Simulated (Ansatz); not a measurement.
# MnO (Fm-3m) in Ansatz: notebook

One crystal, MnO, is run at these levels: PBE, LDA, BLYP; tasks: single point, relaxation of cell and atoms.

Everything below comes from runs of Ansatz 0.2.0. Logs are shortened: lines on timing, memory, paths and dates and some standing lists are left out, and cuts for length are marked.

## 1. Starting point

It takes space group Fm-3m (No. 225, cubic). The conventional cell has a = 4.448 Å, b = 4.448 Å, c = 4.448 Å, α = 90.00°, β = 90.00°, γ = 90.00°. Mn (site symmetry m-3m) is surrounded by 6 O at 2.22 Å. O (site symmetry m-3m) has 6 Mn at 2.22 Å as nearest neighbours.

The cell is a database's computed one.

## 2. Single point, PBE, collinear spin, ferromagnetic start

Input file input.yaml:

```yaml
crystal:
  lattice:
    - [0.0, 2.2239077028, 2.2239077028]
    - [2.2239077028, 0.0, 2.2239077028]
    - [2.2239077028, 2.2239077028, 0.0]
  atoms:
    - { symbol: Mn, position: [0.0, 0.0, 0.0], spin: 4.0 }
    - { symbol: O, position: [0.5, 0.5, 0.5] }
kpoints:
  mp_grid: { grid: [10, 10, 10] }
scf:
  occupations: { method: gaussian, width: 0.02 }
hamiltonian:
  xc: pbe
  pseudopotentials: { kind: all_electron, lapw: { basis_error: 0.001 } }
magnetization:
  spin_polarized: true
output:
  forces: true
  stress: true
  eigenvalues: true
```

Potentials or basis: all-electron LAPW, scalar-relativistic.

Run with:

```console
$ ansatz run input.yaml --threads 2 --pin off --max-ram 6144MiB --backend cpu --events-out ev --progress --plain --runs-dir out
```

Log:

```text
Warning: RAYON_NUM_THREADS=2 ignored (pool sized by the plan → 2); use --threads N
LAPW: plane waves up to 9.225 Å⁻¹, error target 1.0e-3 eV per atom; small_component_spin mean_spin; O in spheres of 1.017 Å, 8 of its electrons in bands, Dirac shells []; Mn in spheres of 1.207 Å, 15 of its electrons in bands, Dirac shells [] (how accurate: hamiltonian.pseudopotentials.lapw.basis_error, Limitations)
Engine: ansatz 0.2.0, aarch64-unknown-linux-gnu
Pseudopotentials: kind: all_electron
Pseudopotential: Mn, LAPW, valence charge 15, lapw/all_electron/scalar/gaussian/Mn, Koelling and Harmon's equation, gaussian nucleus
Pseudopotential: O, LAPW, valence charge 8, lapw/all_electron/scalar/gaussian/O, Koelling and Harmon's equation, gaussian nucleus
Functional definition: PBE
  parameter kappa = 0.804
  parameter beta = 0.06672455060314922
  exchange = pbe_x(kappa = kappa, mu = beta*pi^2/3)
  correlation = pbe_c(beta = beta)
Crystal: 2 atoms, lattice volume = 21.998 Å³
Basis set: ecut = 324.2084561999812 eV, 283 PW (Γ), exchange–correlation at level 2
Bands: 18, of which v1, the nominal top of the filled ones, is band 12 counted from 1 (11 counted from 0)
Symmetry: 48 space group operations
Space group: Fm-3m (ITA 225), of the structure as read, at distance tolerance 2.8e-5 Å
Magnetic group: BNS 225.116 (UNI 1618), of the structure as read, at distance tolerance 2.8e-5 Å
k-points: 47 of 1000
Non-local potential: Mn, projectors of the file, none
Non-local potential: O, projectors of the file, none
Initial density: superposition of atomic densities (chi_scale 0.1, normalization cell, long waves kept (reshape's long-wave potential 0.00 eV rms))
Starting moments: Σ|m| = 4 μB on 1 of 2 sites
Initial wavefunctions: plane waves of lowest kinetic energy (no species holds an atomic orbital)
Functional: x = pbe(κ = 0.804, μ = 0.2195149727645171), c = pbe(β = 0.06672455060314922)
iter 1 solved again at ethr=8.55e-3 eV; its pass at ethr=1.00e-1 eV (dr2=1.97e0 eV) is discarded
SCF iter   1: F=—  HF=-33577.545074 eV  |F-HF|=—  |Δ(HF+E_count)|=         —  Δρ=5.86e-2 (↑5.12e-2 ↓5.86e-2)  dr2=1.96e0  dr2_m=2.31e-1  M=4.982 μB ∫|m|=4.982 μB  β_m=0.30  ethr=8.55e-3  ⟨swp⟩=2.0  Hψ=10936  notcnv=0
Mixer restart at iter 1: flushing history
preconditioner: auto → none  [insulator: Δε(μ)=0.073 eV  Ē_g=13.891 eV  σ=0.020 eV  W_gap=0.56  n_scr=8 (ndim 8)  ℏωp=28.5 eV  f_vac=0.000  D(μ)=0.90/eV (n_scr^D=8)  ε∞_Penn≈5.2]
iter 2 solved again at ethr=2.55e-4 eV; its pass at ethr=8.54e-3 eV (dr2=5.87e-2 eV) is discarded
SCF iter   2: F=—  HF=-33576.390284 eV  |F-HF|=—  |Δ(HF+E_count)|=    1.15e0  Δρ=2.07e-2 (↑2.07e-2 ↓1.78e-2)  dr2=5.87e-2  dr2_m=6.18e-2  M=4.800 μB ∫|m|=4.800 μB  β_m=0.36  ethr=2.55e-4  ⟨swp⟩=2.0  Hψ=8635  notcnv=0
SCF iter   3: F=—  HF=-33576.429584 eV  |F-HF|=—  |Δ(HF+E_count)|=   3.93e-2  Δρ=1.34e-2 (↑1.27e-2 ↓1.34e-2)  dr2=8.40e-2  dr2_m=1.90e-2  M=4.802 μB ∫|m|=4.802 μB  β_m=0.42  ethr=2.55e-4  ⟨swp⟩=2.5  Hψ=5172  notcnv=0
SCF iter   4: F=—  HF=-33576.417982 eV  |F-HF|=—  |Δ(HF+E_count)|=         —  Δρ=3.58e-3 (↑3.58e-3 ↓2.77e-3)  dr2=8.41e-4  dr2_m=1.82e-3  M=4.802 μB ∫|m|=4.802 μB  β_m=0.42  ethr=2.55e-4  ⟨swp⟩=2.0  Hψ=5020  notcnv=0
Mixer restart at iter 4: flushing history
the basis was enlarged: its passes take 733.3 KiB over the memory plan, 2 of 2 planned eigensolver slots
SCF iter   5: F=—  HF=-33576.419760 eV  |F-HF|=—  |Δ(HF+E_count)|=   1.78e-3  Δρ=2.20e-3 (↑2.20e-3 ↓1.58e-3)  dr2=6.29e-4  dr2_m=6.07e-4  M=4.802 μB ∫|m|=4.802 μB  β_m=0.60  ethr=3.66e-6  ⟨swp⟩=3.0  Hψ=5350  notcnv=0
SCF iter   6: F=—  HF=-33576.422055 eV  |F-HF|=—  |Δ(HF+E_count)|=   2.30e-3  Δρ=8.29e-4 (↑7.69e-4 ↓8.29e-4)  dr2=3.13e-4  dr2_m=6.04e-5  M=4.802 μB ∫|m|=4.802 μB  β_m=0.54  ethr=2.73e-6  ⟨swp⟩=3.0  Hψ=5374  notcnv=0
SCF iter   7: F=—  HF=-33576.421697 eV  |F-HF|=—  |Δ(HF+E_count)|=   3.58e-4  Δρ=1.39e-4 (↑1.39e-4 ↓1.04e-4)  dr2=7.31e-7  dr2_m=2.90e-6  M=4.802 μB ∫|m|=4.802 μB  β_m=0.77  ethr=1.36e-6  ⟨swp⟩=2.5  Hψ=4760  notcnv=0
SCF iter   8: F=—  HF=-33576.421708 eV  |F-HF|=—  |Δ(HF+E_count)|=   1.07e-5  Δρ=4.97e-5 (↑4.97e-5 ↓2.07e-5)  dr2=9.79e-7  dr2_m=4.44e-8  M=4.802 μB ∫|m|=4.802 μB  β_m=0.65  ethr=3.18e-9  ⟨swp⟩=3.0  Hψ=5095  notcnv=0
SCF iter   9: F=—  HF=-33576.421706 eV  |F-HF|=—  |Δ(HF+E_count)|=   1.77e-6  Δρ=7.44e-6 (↑5.85e-6 ↓7.44e-6)  dr2=2.30e-8  dr2_m=3.40e-9  M=4.802 μB ∫|m|=4.802 μB  β_m=0.59  ethr=3.18e-9  ⟨swp⟩=3.0  Hψ=4725  notcnv=0
SCF iter  10: F=—  HF=-33576.421706 eV  |F-HF|=—  |Δ(HF+E_count)|=   2.44e-8  Δρ=3.10e-6 (↑1.50e-6 ↓3.10e-6)  dr2=3.52e-9  dr2_m=3.59e-10  M=4.802 μB ∫|m|=4.802 μB  β_m=0.79  ethr=1.00e-10  ⟨swp⟩=2.4  Hψ=4526  notcnv=0
SCF iter  11: F=-33576.421706 eV  HF=-33576.421706 eV  |F-HF|=1.02e-10  |Δ(HF+E_count)|=   1.42e-8  Δρ=3.41e-7 (↑1.55e-7 ↓3.41e-7)  dr2=6.43e-11  dr2_m=2.08e-12  M=4.802 μB ∫|m|=4.802 μB  ethr=1.53e-11  ⟨swp⟩=2.7  Hψ=4656  notcnv=0
SCF 1 converged in 11 iterations: F = -33576.421706 eV  dr2 = 6.43e-11
SCF converged after 11 iterations
Magnetization: 4.8020 μB (13.9010 up, 9.0990 down)
Absolute magnetization: 4.8022 μB (∫|ρ↑−ρ↓|)
Spin contamination: 0.0101 ħ² per cell (⟨S²⟩ above its minimum at these occupations)
Per-site moments (μB) at R_I (Å): [(4.345915476203444, 1.2065275980194805), (0.23700004519099238, 1.0173800716417123)]
Free energy (F): -33576.421706 eV
Harris-Foulkes:  -33576.421706 eV  (|F-HF|=1.02e-10)
Internal energy: -33576.421386 eV  (E = F + TS)
E sigma→0 (E₀):  -33576.421546 eV
Entropy (-TS):   -0.000321 eV (-0.160 meV/atom)
Fermi energy:    13.570618 eV
--- Per-component energies (eV) ---
  E_band       = -1230.453234
  E_kinetic    = 33973.659648
  E_xc         = -1659.194225
  E_electrostatic = -65890.886809  (all electrons and nuclei)
  E_smearing   = -0.000321  (= −TS)
  E_closure    = 0.000000  (closes the sum)
  E_atoms      = -33559.639824  (free atoms, spherical and without spin; not in F)
  Σ components = -33576.421706   (vs F -33576.421706, Δ=0.00e0)
  Basis errors (estimates in eV, not in F): energy 3.9e-4 per atom: plane waves 3.6e-4 (1.9e-4 summed), levels above the bands 0.0e0, relativity 2.6e-8, radial functions 3.6e-5, core shells 4.4e-8; eigenvalues (radial functions only) 2.0e-5; not estimated: angular momenta, meshes, grids; target (lapw.basis_error) 1.0e-3; muffin-tin radii O 1.017 Å, Mn 1.207 Å
--- Forces (eV/Å), atoms counted from 1 ---
  atom   1  Mn    -0.00000000     0.00000000    -0.00000000
  atom   2  O      0.00000000    -0.00000000    -0.00000000
  max |Σ_I F_I| component: 2.99e-30 eV/Å
--- Stress (GPa, compression-positive) ---
        0.239198      -0.000000      -0.000000
       -0.000000       0.239198      -0.000000
       -0.000000      -0.000000       0.239198
  P = ⅓ Tr σ = 0.2392 GPa (2.392 kbar)
--- Band table (eV; the first three rows and the last of 94) ---
  k-point 0 ↑: bands = ["-493.5755", "-68.0136", "-36.7539", "-36.7539", "-36.7539", "-6.6864", "9.8251", "9.8251", "9.8251", "10.3733", "10.3733", "10.3733", "10.9038", "10.9038", "13.0317", "27.5121", "29.7839", "29.7839"]
  k-point 1 ↑: bands = ["-493.5755", "-68.0130", "-36.7600", "-36.7547", "-36.7547", "-6.6018", "8.9545", "9.2877", "9.2877", "10.4902", "10.4902", "10.6284", "11.4485", "11.4485", "13.7299", "26.3895", "29.4395", "29.4395"]
  k-point 2 ↑: bands = ["-493.5755", "-68.0114", "-36.7759", "-36.7567", "-36.7567", "-6.3722", "7.6257", "8.5608", "8.5608", "10.7001", "10.7001", "10.8853", "12.3013", "12.3013", "15.0422", "24.4056", "28.2500", "28.2500"]
  k-point 46 ↓: bands = ["-493.3705", "-63.2188", "-32.1126", "-32.0994", "-32.0858", "-5.2387", "7.6248", "8.1921", "8.4311", "14.3724", "15.3231", "15.7529", "16.0323", "16.4638", "22.1419", "22.8452", "23.7112", "26.4037"]
```

It took 11 s on 2 threads of Arm Neoverse V2, shared host; peak memory 0.4 GiB.

What came out:

* Free energy: -33576.4217 eV
* Pressure: 0.2 GPa
* Band gap on the k mesh: none (metal or under the smearing width)
* Net moment: 4.80 μB per cell
* Absolute moment: 4.80 μB per cell
* Site moments: Mn +4.35; O +0.24 μB

Levels at points of the mesh, in eV from the Fermi level:
Spin up:
```
             k point  band 11  band 12  band 13  band 14  band 15  band 16  band 17  band 18
  (0.00, 0.00, 0.00)    -3.20    -3.20    -2.67    -2.67    -0.54    13.94    16.21    16.21
 (0.00, 0.00, -0.50)    -2.30    -1.86     0.22     0.22     3.46     7.71    11.84    11.84
(0.00, -0.50, -0.50)    -2.24    -2.03    -2.03    -1.90     5.00     7.79    10.36    13.60
```
Spin down:
```tsv
k point	band 7	band 8	band 9	band 10	band 11	band 12
(0.00, 0.00, 0.00)	-3.35	-3.35	-3.35	0.79	0.79	0.79
(0.00, 0.00, -0.50)	-7.36	-4.83	-4.83	1.97	2.02	2.02
(0.00, -0.50, -0.50)	-6.41	-4.33	-4.33	-0.79	2.01	2.20
```

Caveat: a cell with one magnetic atom can't hold antiferromagnetic order, which such compounds often take; semilocal functionals often make such compounds metallic where correlation or magnetic order opens a gap, which also shifts bond lengths.

## 3. Relaxation of cell and atoms, LDA, collinear spin, ferromagnetic start

input.yaml: that of step 2 with these lines changed.

```diff
@@ -11,5 +11,5 @@
 scf:
-  occupations: { method: gaussian, width: 0.02 }
+  occupations: { method: fermi_dirac, width: 0.05 }
 hamiltonian:
-  xc: pbe
+  xc: lda
   pseudopotentials: { kind: all_electron, lapw: { basis_error: 0.001 } }
@@ -20,2 +20,5 @@
   stress: true
-  eigenvalues: true
+relax:
+  f_tol: 0.01
+  max_steps: 60
+  cell: {}
```

Potentials or basis: all-electron LAPW, scalar-relativistic.

Run with:

```console
$ ansatz run input.yaml --threads 2 --pin off --max-ram 6144MiB --backend cpu --events-out ev --progress --plain --runs-dir out
```

Run time: 44 s. Hardware: 2 threads of Arm Neoverse V2, shared host; peak memory 0.4 GiB.

The run converged. Its results:

| Property | Result |
| --- | --- |
| Free energy | -33506.4642 eV |
| Relaxed volume | 9.45 Å³/atom |
| Relaxed cell | a = 2.990 Å, b = 2.990 Å, c = 2.990 Å, α = 60.00°, β = 60.00°, γ = 60.00° |
| Space group after relaxing (to 0.05 Å) | Fm-3m (No. 225) |
| Energy gained by relaxing | 97.5 meV/atom |
| Ionic steps | 7 |
| Pressure after relaxing | 0.0 GPa |
| Net moment | 4.12 μB per cell |
| Absolute moment | 4.12 μB per cell |
| Site moments | Mn +3.70; O +0.19 μB |

The path:
```csv
step,energy change (eV),largest force (eV/Å),volume (Å³)
1,0.0000,0.0000,22.00
2,-0.1428,0.0000,20.36
3,-0.1675,0.0000,17.83
4,-0.1935,0.0000,18.66
5,-0.1949,0.0000,18.96
6,-0.1951,0.0000,18.90
7,-0.1951,0.0000,18.90
```

Final structure:
```
Mn O
1.0
     0.00000    2.11405    2.11405
     2.11405    0.00000    2.11405
     2.11405    2.11405    0.00000
Mn O
1 1
Direct
  0.00000 0.00000 0.00000
  0.50000 0.50000 0.50000
```

Caveat: a cell with one magnetic atom can't hold antiferromagnetic order, which such compounds often take.

## 4. Relaxation of cell and atoms, BLYP, collinear spin, ferromagnetic start

input.yaml: that of step 3 with these lines changed.

```diff
@@ -13,3 +13,3 @@
 hamiltonian:
-  xc: lda
+  xc: blyp
   pseudopotentials: { kind: all_electron, lapw: { basis_error: 0.001 } }
@@ -21,3 +21,3 @@
 relax:
-  f_tol: 0.01
+  f_tol: 0.005
   max_steps: 60
```

Run with:

```console
$ ansatz run input.yaml --threads 2 --pin off --max-ram 6144MiB --backend cpu --events-out ev --progress --plain --runs-dir out
```

It took 32 s on 2 threads of Arm Neoverse V2, shared host; peak memory 0.41 GiB.

The run converged. Its results:

```
Free energy                            : -33585.8501 eV
Relaxed volume                         : 11.38 Å³/atom
Relaxed cell                           : a = 3.181 Å, b = 3.181 Å, c = 3.181 Å, α = 60.00°, β = 60.00°, γ = 60.00°
Space group after relaxing (to 0.05 Å) : Fm-3m (No. 225)
Energy gained by relaxing              : 4.9 meV/atom
Ionic steps                            : 5
Pressure after relaxing                : 0.0 GPa
Net moment                             : 4.80 μB per cell
Absolute moment                        : 4.80 μB per cell
Site moments                           : Mn +4.32; O +0.26 μB
```

Step by step:
```tsv
step	energy change (eV)	largest force (eV/Å)	volume (Å³)
1	0.0000	0.0000	22.00
2	-0.0071	0.0000	22.38
3	-0.0095	0.0000	22.89
4	-0.0097	0.0000	22.77
5	-0.0097	0.0000	22.77
```

Final structure:
```
Mn O
1.0
     0.00000    2.24963    2.24963
     2.24963    0.00000    2.24963
     2.24963    2.24963    0.00000
Mn O
1 1
Direct
  0.00000 0.00000 0.00000
  0.50000 0.50000 0.50000
```

Caveat: a cell with one magnetic atom can't hold antiferromagnetic order, which such compounds often take.

## 5. Relaxation of cell and atoms, PBE, collinear spin, ferromagnetic start

input.yaml: that of step 4 with these lines changed.

```diff
@@ -13,3 +13,3 @@
 hamiltonian:
-  xc: blyp
+  xc: pbe
   pseudopotentials: { kind: all_electron, lapw: { basis_error: 0.001 } }
@@ -21,3 +21,3 @@
 relax:
-  f_tol: 0.005
+  f_tol: 0.01
   max_steps: 60
```

Potentials or basis: all-electron LAPW, scalar-relativistic.

Run with:

```console
$ ansatz run input.yaml --threads 2 --pin off --max-ram 6144MiB --backend cpu --events-out ev --progress --plain --runs-dir out
```

Log:

```text
Warning: RAYON_NUM_THREADS=2 ignored (pool sized by the plan → 2); use --threads N
The last accepted step is kept in <dir> (removed where the run ends without a failure and the disk answers)
LAPW: plane waves up to 9.534 Å⁻¹, error target 1.0e-3 eV per atom; small_component_spin mean_spin; O in spheres of 0.985 Å, 8 of its electrons in bands, Dirac shells []; Mn in spheres of 1.172 Å, 15 of its electrons in bands, Dirac shells [] (how accurate: hamiltonian.pseudopotentials.lapw.basis_error, Limitations)
[... 9 set-up lines as earlier in the session ...]
Crystal: 2 atoms, lattice volume = 21.998 Å³
Basis set: ecut = 346.3287843617277 eV, 331 PW (Γ), exchange–correlation at level 2
Bands: 18, of which v1, the nominal top of the filled ones, is band 12 counted from 1 (11 counted from 0)
[... 2 set-up lines as earlier in the session ...]
Magnetic group: BNS 225.116 (UNI 1618), of the structure as read, at distance tolerance 2.8e-5 Å
k-points: 47 of 1000
[... 3 set-up lines as earlier in the session ...]
Starting moments: Σ|m| = 4 μB on 1 of 2 sites
[... 2 set-up lines as earlier in the session ...]
iter 1 solved again at ethr=7.95e-3 eV; its pass at ethr=1.00e-1 eV (dr2=1.83e0 eV) is discarded
SCF iter   1: F=—  HF=-33576.925565 eV  |F-HF|=—  |Δ(HF+E_count)|=         —  Δρ=4.75e-2 (↑4.52e-2 ↓4.75e-2)  dr2=1.83e0  dr2_m=8.10e-2  M=4.534 μB ∫|m|=4.534 μB  β_m=0.30  ethr=7.95e-3  ⟨swp⟩=2.0  Hψ=10561  notcnv=0
Mixer restart at iter 1: flushing history
preconditioner: auto → none  [metal: Δε(μ)=0.060 eV  Ē_g=13.391 eV  σ=0.050 eV  W_gap=0.29  n_scr=8 (ndim 8)  ℏωp=28.5 eV  f_vac=0.000  D(μ)=1.67/eV (n_scr^D=14)  sad-step TF]
SCF iter   2: F=—  HF=-33576.298679 eV  |F-HF|=—  |Δ(HF+E_count)|=   6.27e-1  Δρ=2.42e-2 (↑2.42e-2 ↓2.30e-2)  dr2=4.20e-1  dr2_m=3.61e-2  M=4.507 μB ∫|m|=4.507 μB  β_m=0.40  ethr=7.95e-3  ⟨swp⟩=2.0  Hψ=4981  notcnv=0
[... 32 lines left out ...]
SCF 3 converged in 3 iterations: F = -33576.425268 eV  dr2 = 3.35e-12
relax step   3: F+E_penalty+E_count = -33576.42526796 eV  Δ(F+E_penalty+E_count) = +2.656e-9 eV  max|allowed force component| = 5.485e-31 eV/Å  Δτ_max = 0.0000 Å  P = +0.026 GPa  Ω = 22.005 Å³  stress off target by 2.58e-2 GPa  SCF on the basis re-selected at this cell (its energy is not comparable with the rows above)  (3 SCF iters)
basis re-selected at this cell: Δ(F+E_penalty+E_count) = +2.656e-9 eV, ΔP = +0.000 GPa vs the last step (what re-selecting the basis moved, after the strain that the cell walked since its last selection, with what the two solves' SCF thresholds leave and, on support functions, any second-order correction that the steps lacked; it is no measure of the basis error at this ecutwfc). This SCF's stress stands 2.58e-2 GPa from its target on what of the cell is left free (relax.cell.stress_tol is 5.00e-2 GPa) and its largest allowed force component is 5.49e-31 eV/Å (relax.f_tol is 1.00e-2 eV/Å): within both
SCF converged after 3 iterations
Magnetization: 4.7930 μB (13.8965 up, 9.1035 down)
Absolute magnetization: 4.7932 μB (∫|ρ↑−ρ↓|)
Spin contamination: 0.0104 ħ² per cell (⟨S²⟩ above its minimum at these occupations)
Per-site moments (μB) at R_I (Å): [(4.303780136689818, 1.172173202237756), (0.2311551603650126, 0.9852438373990995)]
Free energy (F): -33576.425268 eV
Harris-Foulkes:  -33576.425268 eV  (|F-HF|=7.28e-12)
Internal energy: -33576.418136 eV  (E = F + TS)
E sigma→0 (E₀):  -33576.421702 eV
Entropy (-TS):   -0.007132 eV (-3.566 meV/atom)
Fermi energy:    13.580120 eV
--- Per-component energies (eV) ---
  E_band       = -1230.640088
  E_kinetic    = 33973.566412
  E_xc         = -1659.159830
  E_electrostatic = -65890.824717  (all electrons and nuclei)
  E_smearing   = -0.007132  (= −TS)
  E_closure    = 0.000000  (closes the sum)
  E_atoms      = -33559.639824  (free atoms, spherical and without spin; not in F)
  Σ components = -33576.425268   (vs F -33576.425268, Δ=0.00e0)
  Basis errors (estimates in eV, not in F): energy 4.3e-4 per atom: plane waves 3.8e-4 (2.1e-4 summed), levels above the bands 1.1e-99, relativity 5.4e-8, radial functions 4.4e-5, core shells 1.1e-7; eigenvalues (radial functions only) 1.2e-5; not estimated: angular momenta, meshes, grids; target (lapw.basis_error) 1.0e-3; muffin-tin radii O 0.985 Å, Mn 1.172 Å
--- Forces (eV/Å), atoms counted from 1 ---
  atom   1  Mn     0.00000000     0.00000000     0.00000000
  atom   2  O      0.00000000    -0.00000000    -0.00000000
  max |Σ_I F_I| component: 1.27e-30 eV/Å
--- Stress (GPa, compression-positive) ---
        0.025819      -0.000000      -0.000000
       -0.000000       0.025819       0.000000
       -0.000000       0.000000       0.025819
  P = ⅓ Tr σ = 0.0258 GPa (0.258 kbar)
--- Relaxed structure (2 steps of the walk, 2 accepted, 1 SCFs on fresh bases) ---
  F+E_penalty+E_count = -33576.42526796 eV   max|allowed force component| = 5.485e-31 eV/Å   (the final SCF, on the basis selected at the relaxed cell)
  cell:  # Å, volume = 22.0048 Å³
    - [-2.547686016447795e-35, 2.224141311118428, 2.224141311118428]
    - [2.224141311118428, 6.369215041119488e-36, 2.224141311118428]
    - [2.224141311118428, 2.224141311118428, 1.9107645123358464e-35]
  atoms:
    - { symbol: Mn, position: [3.1714293250811274e-38, -1.0571431083603758e-37, -1.198095522808426e-37] }
    - { symbol: O, position: [0.5, 0.5, 0.5] }
```

It took 20 s on 2 threads of Arm Neoverse V2, shared host; peak memory 0.41 GiB.

Results:

| Item | Value |
| --- | --- |
| Free energy | -33576.4253 eV |
| Relaxed volume | 11.00 Å³/atom |
| Relaxed cell | a = 3.145 Å, b = 3.145 Å, c = 3.145 Å, α = 60.00°, β = 60.00°, γ = 60.00° |
| Space group after relaxing (to 0.05 Å) | Fm-3m (No. 225) |
| Energy gained by relaxing | 0.0 meV/atom |
| Ionic steps | 3 |
| Pressure after relaxing | 0.0 GPa |
| Net moment | 4.79 μB per cell |
| Absolute moment | 4.79 μB per cell |
| Site moments | Mn +4.30; O +0.23 μB |

Final structure:
```
CELL_PARAMETERS angstrom
0.00000 2.22414 2.22414
2.22414 0.00000 2.22414
2.22414 2.22414 0.00000
ATOMIC_POSITIONS crystal
Mn 0.00000 0.00000 0.00000
O 0.50000 0.50000 0.50000
```

Caveat: a cell with one magnetic atom can't hold antiferromagnetic order, which such compounds often take.

## 6. Summary

| task | level | cell | cutoff (eV) | smearing | pressure (GPa) | moment (μB) | relaxed volume (Å³/atom) |
| --- | --- | --- | --- | --- | --- | --- | --- |
| single point | PBE | as given | 324 | gaussian 0.02 eV | 0.2 | 4.80 | - |
| relaxation of cell and atoms | LDA | relaxed | - | fermi-dirac 0.05 eV | 0.0 | 4.12 | 9.45 |
| relaxation of cell and atoms | BLYP | relaxed | - | fermi-dirac 0.05 eV | 0.0 | 4.80 | 11.38 |
| relaxation of cell and atoms | PBE | relaxed | - | fermi-dirac 0.05 eV | 0.0 | 4.79 | 11.00 |

Alike in all rows: potentials or basis all-electron LAPW, scalar-relativistic; spin collinear, ferromagnetic start; k mesh 10 × 10 × 10; basis error allowed 0.001 eV/atom.

Caveats: a cell with one magnetic atom can't hold antiferromagnetic order, which such compounds often take; semilocal functionals often make such compounds metallic where correlation or magnetic order opens a gap, which also shifts bond lengths (some runs).

Compare energies only between runs with the same functional and basis.
